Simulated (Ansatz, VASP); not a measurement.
**One calculation of CdTe, two programs**

Contents of INCAR:

```
SYSTEM = CdTe
PREC = Accurate
ENCUT = 600
EDIFF = 1E-6
ISMEAR = -1
SIGMA = 0.05
LREAL = .FALSE.
LASPH = .TRUE.
NELM = 80
ALGO = Normal
ISIF = 3
LWAVE = .FALSE.
LCHARG = .FALSE.
GGA = RP
IVDW = 12
IBRION = 2
NSW = 60
EDIFFG = -0.01
```

Contents of KPOINTS:

```
Automatic mesh
0
G
  7 7 7
  0 0 0
```

Contents of POSCAR:

```
CdTe
1.0
    0.0000000000      3.2050000000      3.2050000000
    3.2050000000      0.0000000000      3.2050000000
    3.2050000000      3.2050000000      0.0000000000
Te Cd
1 1
Direct
    0.7500000000      0.7500000000      0.7500000000
    0.0000000000      0.0000000000      0.0000000000
```

File input.yaml:

```yaml
crystal:
  lattice:
    - [0.0, 3.205, 3.205]
    - [3.205, 0.0, 3.205]
    - [3.205, 3.205, 0.0]
  atoms:
    - { symbol: Te, position: [0.75, 0.75, 0.75] }
    - { symbol: Cd, position: [0.0, 0.0, 0.0] }
hamiltonian:
  xc: rpbe
  pseudopotentials: { kind: paw }
  dispersion: d3bj
kpoints:
  mp_grid: { grid: [7, 7, 7] }
scf:
  occupations: { method: fermi_dirac, width: 0.05 }
output:
  forces: true
  stress: true
  write_density: true
  write_potential: true
  elf: true
  volumetric_format: npy
relax:
  f_tol: 0.01
  max_steps: 40
  cell: { stress_tol: 0.05 }
```

Alike in both runs: task relaxation of cell and atoms; functional RPBE; dispersion D3(BJ); k mesh 7 × 7 × 7; occupations fermi-dirac, width 0.05 eV; no spin polarisation.

```csv
,VASP,Ansatz
version,VASP 6.6.1,Ansatz 0.2.0
potentials or method,"VASP PAW PBE potentials, release 64 (Te, Cd)",Ansatz PAW
plane-wave cutoff (eV),600,420
valence electrons in the cell,18,36
```

Ansatz gave:

| Item | Value |
| --- | --- |
| gap on the k mesh at the Fermi level, each at its own relaxed structure (eV) | 1.21 |
| relaxed volume (Å³/atom) | 30.96 |
| relaxed cell length with the largest relative difference (Å) | 4.441 |
| energy change over the relaxation (meV/atom) | -19 |

Problem. Estimate VASP's values.

Solution. gap on the k mesh at the Fermi level, each at its own relaxed structure (eV): 1.21; relaxed volume (Å³/atom): 31.03; relaxed cell length with the largest relative difference (Å): 4.444; energy change over the relaxation (meV/atom): -18.

The two sets of potentials don't hold the same shells in valence.

Caveats: spin-orbit coupling is left out, which moves the levels of the heavy elements; the PAW data sets were made with another functional, which shifts forces and pressure a little (VASP); odd divisions of the mesh miss points on the zone boundary, where band edges often lie, so the gap on the mesh can be too wide (Ansatz); the plane-wave basis is chosen anew once the cell has moved, so the energies of steps on either side of that aren't comparable (Ansatz); the PAW data sets come from PBE, with cores solved anew for the run's functional, which leaves a small shift of forces and pressure (Ansatz). RPBE gaps usually lie below the measured ones, often by a third to a half.
